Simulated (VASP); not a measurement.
A VASP 6.6.1 single-point calculation on RbBr

INCAR

```
EDIFF = 1E-7
IBRION = -1
NBANDS = 12
ISMEAR = -1
LCHARG = .FALSE.
PREC = Accurate
NSW = 0
ISIF = 2
ENCUT = 520
GGA = PE
LWAVE = .FALSE.
LREAL = .FALSE.
LASPH = .TRUE.
NELM = 120
SIGMA = 0.02
```

KPOINTS

```
KPOINTS created by Atomic Simulation Environment
0
Gamma
6 6 6
0 0 0
```

POSCAR

```
Rb Br
 1.0000000000000000
     0.0000000000000000    3.8694968646209045    3.8694968646209045
     3.8694968646209045    0.0000000000000000    3.8694968646209045
     3.8694968646209045    3.8694968646209045    0.0000000000000000
 Rb  Br
   1   1
Cartesian
 -0.0000000000000000  0.0000000000000000  0.0000000000000000
  1.9347484323104520  1.9347484323104520  1.9347484323104520
```

The recommended PBE PAW datasets give the neutral cell 16 valence electrons.

Command

```
mpirun -np 1 vasp_std
```

OSZICAR

```
N       E                     dE             d eps       ncg     rms          rms(c)
DAV:   1     0.100267754508E+03    0.10027E+03   -0.61147E+03   384   0.107E+03
DAV:   2     0.199995073504E+01   -0.98268E+02   -0.91456E+02   572   0.183E+02
DAV:   3    -0.609207673961E+01   -0.80920E+01   -0.80558E+01   468   0.605E+01
DAV:   4    -0.632190494516E+01   -0.22983E+00   -0.22968E+00   620   0.969E+00
DAV:   5    -0.632366687262E+01   -0.17619E-02   -0.17619E-02   480   0.905E-01    0.285E+00
DAV:   6    -0.595275869048E+01    0.37091E+00   -0.56330E-01   436   0.338E+00    0.190E+00
DAV:   7    -0.590027327208E+01    0.52485E-01   -0.27678E-01   472   0.243E+00    0.953E-01
DAV:   8    -0.592175271010E+01   -0.21479E-01   -0.23492E-02   500   0.100E+00    0.141E-01
DAV:   9    -0.592604635134E+01   -0.42936E-02   -0.46305E-03   448   0.374E-01    0.126E-01
DAV:  10    -0.592745932282E+01   -0.14130E-02   -0.87911E-04   416   0.241E-01    0.168E-02
DAV:  11    -0.592750714743E+01   -0.47825E-04   -0.11354E-04   468   0.685E-02    0.103E-02
DAV:  12    -0.592751605443E+01   -0.89070E-05   -0.25366E-05   416   0.412E-02    0.220E-03
DAV:  13    -0.592751626587E+01   -0.21144E-06   -0.54398E-07   508   0.621E-03    0.968E-04
DAV:  14    -0.592751638261E+01   -0.11674E-06   -0.10327E-07   372   0.319E-03    0.392E-04
DAV:  15    -0.592751638648E+01   -0.38688E-08   -0.16827E-08   312   0.114E-03
   1 F= -.59275164E+01 E0= -.59275164E+01  d E =-.425263E-12
```

From OUTCAR

```
k-points           NKPTS =     16   k-points in BZ     NKDIM =     16   number of bands    NBANDS=     12

   NELECT =      16.0000    total number of electrons

   dimension x,y,z NGX =    42 NGY =   42 NGZ =   42
   dimension x,y,z NGXF=    84 NGYF=   84 NGZF=   84

  energy-cutoff  :      520.00
  volume of cell :      115.88
      direct lattice vectors                 reciprocal lattice vectors
     0.000000000  3.869496865  3.869496865    -0.129215766  0.129215766  0.129215766
     3.869496865  0.000000000  3.869496865     0.129215766 -0.129215766  0.129215766
     3.869496865  3.869496865  0.000000000     0.129215766  0.129215766 -0.129215766

 k-points in reciprocal lattice and weights: KPOINTS created by Atomic Simulation Env
   0.00000000  0.00000000  0.00000000       0.005
   0.16666667  0.00000000  0.00000000       0.037
   0.33333333  0.00000000  0.00000000       0.037
   0.50000000  0.00000000  0.00000000       0.019
   0.16666667  0.16666667  0.00000000       0.028
   0.33333333  0.16666667  0.00000000       0.111
   0.50000000  0.16666667  0.00000000       0.111
  -0.33333333  0.16666667  0.00000000       0.111
   ...

 E-fermi :  -2.5281

 k-point     1 :       0.0000    0.0000    0.0000
  band No.  band energies     occupation
      1     -27.6698      2.00000
      2     -14.9553      2.00000
      3     -11.7769      2.00000
      4     -11.7769      2.00000
      5     -11.7769      2.00000
      6      -3.1691      2.00000
      7      -3.1691      2.00000
      8      -3.1691      2.00000
      9       0.9941      0.00000
     10       5.0772      0.00000
     11       5.0772      0.00000
     12       6.0422      0.00000

 k-point     2 :       0.1667    0.0000    0.0000
  band No.  band energies     occupation
      1     -27.6693      2.00000
      2     -14.9665      2.00000
      3     -11.7799      2.00000
      4     -11.7799      2.00000
      5     -11.7645      2.00000
      6      -3.2389      2.00000
      7      -3.1571      2.00000
      8      -3.1571      2.00000
      9       1.3852      0.00000
     10       4.8267      0.00000
     11       4.8267      0.00000
     12       5.6732      0.00000

 k-point     3 :       0.3333    0.0000    0.0000
  band No.  band energies     occupation
      1     -27.6682      2.00000
      2     -14.9885      2.00000
      3     -11.7860      2.00000
      4     -11.7860      2.00000
      5     -11.7410      2.00000
      6      -3.3421      2.00000
      7      -3.1340      2.00000
      8      -3.1340      2.00000
      9       2.2857      0.00000
     10       4.4485      0.00000
     11       4.6923      0.00000
     12       4.6923      0.00000

 k-point     4 :       0.5000    0.0000    0.0000
  band No.  band energies     occupation
      1     -27.6677      2.00000
      2     -14.9992      2.00000
      3     -11.7890      2.00000
      4     -11.7890      2.00000
      5     -11.7298      2.00000
      6      -3.3791      2.00000
      7      -3.1229      2.00000
      8      -3.1229      2.00000
      9       3.1903      0.00000
     10       3.4021      0.00000
     11       4.7246      0.00000
     12       4.7246      0.00000

 ...

  Total        0.1368976      0.1368976      0.1368976     -0.0000000      0.0000000     -0.0000000
  in kB        1.8928361      1.8928361      1.8928361     -0.0000000      0.0000000     -0.0000000
  external PRESSURE =       1.8928361 kB  Pullay stress =       0.0000000 kB

 POSITION                                       TOTAL-FORCE (eV/Angst)
 -----------------------------------------------------------------------------------
      0.00000      0.00000      0.00000         0.000000      0.000000      0.000000
      1.93475      1.93475      1.93475        -0.000000     -0.000000     -0.000000
 -----------------------------------------------------------------------------------
    total drift:                                0.000000      0.000000      0.000000

  FREE ENERGIE OF THE ION-ELECTRON SYSTEM (eV)
  ---------------------------------------------------
  free  energy   TOTEN  =        -5.9275163865 eV

  energy  without entropy=       -5.9275163865  energy(sigma->0) =       -5.92751639
```

It converged. Results: gap between bands v and c on the k mesh 4.08 eV; least direct gap on the k mesh 4.16 eV; pressure 0.2 GPa. Band v is the last that the valence electrons fill when counted band by band, and c is the next.

For comparison, a separate PBE run of the intended cell, on usual settings and not on those above, gives a gap of 4.08 eV on its mesh and a pressure of 0.2 GPa.

The run above took about 29 s on one core of a shared host (Intel Xeon Platinum 8488C) and held 0.25 GiB at most.
